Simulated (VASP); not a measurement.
Mg, 3 atoms in the cell. Symmetry: Pm-3m, No. 221, cubic system. Conventional cell: a = 4.390 Å, b = 4.390 Å, c = 4.390 Å, α = 90.00°, β = 90.00°, γ = 90.00°. Mg (site symmetry 4/mmm) is surrounded by 8 Mg at 3.10 Å. The cell was built by a generator and needn't be a form met in nature.

| Property | Result |
| --- | --- |
| Program | VASP 6.6.1 |
| Task | relaxation of cell and atoms |
| Functional | PBE |
| Potentials or basis | VASP PAW PBE potentials, release 64 (Mg) |
| Cutoff | 600 eV |
| k mesh | 6 × 6 × 6 |
| Occupations | methfessel-paxton, width 0.2 eV |
| Spin | no spin polarisation |
| Further INCAR settings | ALGO = Normal; EDIFF = 1e-06; IBRION = 2; EDIFFG = -0.005; NSW = 60; ISIF = 3 |

Potentials or basis: VASP PAW PBE potentials, release 64 (Mg).

Launch:

```bash
$ cat potpaw_PBE.64/Mg/POTCAR > POTCAR
$ mpirun -np 1 vasp_std > vasp.out
```

Hardware: 1 thread of Intel(R) Xeon(R) Platinum 8488C (Sapphire Rapids), on a shared host.

How long does it take, and how much memory?

Run time: 15 s on 1 thread of Intel(R) Xeon(R) Platinum 8488C (Sapphire Rapids), with other jobs on the host, peak memory 0.2 GiB. Counts: scf iterations 13, k points 20, ion steps 2.
